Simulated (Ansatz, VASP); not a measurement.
MgO in VASP and in Ansatz

```
CELL_PARAMETERS angstrom
0.00000 2.13515 2.13515
2.13515 0.00000 2.13515
2.13515 2.13515 0.00000
ATOMIC_POSITIONS crystal
Mg 0.00000 0.00000 0.00000
O 0.35949 0.35949 0.44180
```

Alike in both runs: task single point; functional r2SCAN; k mesh 10 × 10 × 10; occupations gaussian, width 0.05 eV; no spin polarisation.

|  | VASP | Ansatz |
| --- | --- | --- |
| version | VASP 6.6.1 | Ansatz 0.2.0 |
| potentials or method | VASP PAW PBE potentials, release 64 (Mg, O) | scalar-relativistic, plane waves, PAW |
| plane-wave cutoff (eV) | 520 | 500 |
| valence electrons in the cell | 8 | 16 |

Ansatz gave:

```
gap on the k mesh at the Fermi level (eV) : 4.48
least direct gap on the mesh (eV)         : 4.48
rms of the force components (eV/Å)        : 3.084
```

Task: Which values does VASP return?

Result: gap on the k mesh at the Fermi level (eV): 4.46; least direct gap on the mesh (eV): 4.46; rms of the force components (eV/Å): 3.209.

Atom by atom the forces differ by 0.127 eV/Å (rms over components). The two sets of potentials don't hold the same shells in valence.

Caveats: the PAW data sets were made with another functional, which shifts forces and pressure a little (VASP).
